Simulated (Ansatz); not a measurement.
Set up this calculation in Ansatz 0.2.0, as the native input.

- Task: single point
- Functional: PBE
- Potentials or basis: Ansatz PAW
- Cutoff: 420 eV (not typed: the program's choice for these potentials)
- k mesh: 12 × 12 × 12
- Occupations: gaussian, width 0.02 eV
- Spin: no spin polarisation

Pt:

```
Pt
1.0
    -1.58422    1.58422    1.58422
     1.58422   -1.58422    1.58422
     1.58422    1.58422   -1.58422
Pt
1
Direct
  0.00000 0.00000 0.00000
```

This isn't the form of Pt at room conditions, which is fcc.

The input as run:

input.yaml

```yaml
crystal:
  lattice:
    - [-1.58422, 1.58422, 1.58422]
    - [1.58422, -1.58422, 1.58422]
    - [1.58422, 1.58422, -1.58422]
  atoms:
    - { symbol: Pt, position: [0.0, 0.0, 0.0] }
hamiltonian:
  xc: pbe
  pseudopotentials: { kind: paw }
kpoints:
  mp_grid: { grid: [12, 12, 12] }
scf:
  occupations: { method: gaussian, width: 0.02 }
output:
  forces: true
  stress: true
  eigenvalues: true
```

Potentials or basis: Ansatz PAW.

Run with:

```console
$ ansatz run input.yaml --threads 2 --pin off --max-ram 5632MiB --backend cpu --events-out ev --progress --plain --runs-dir out
```

Results of the run:

```
Pressure               : -1.4 GPa
Band gap on the k mesh : none (metal or under the smearing width)
```

It took 2.7 s on 2 threads of Intel(R) Xeon(R) Processor @ 2.50GHz (Skylake/Cascade Lake), on a shared host, peak memory 0.28 GiB.
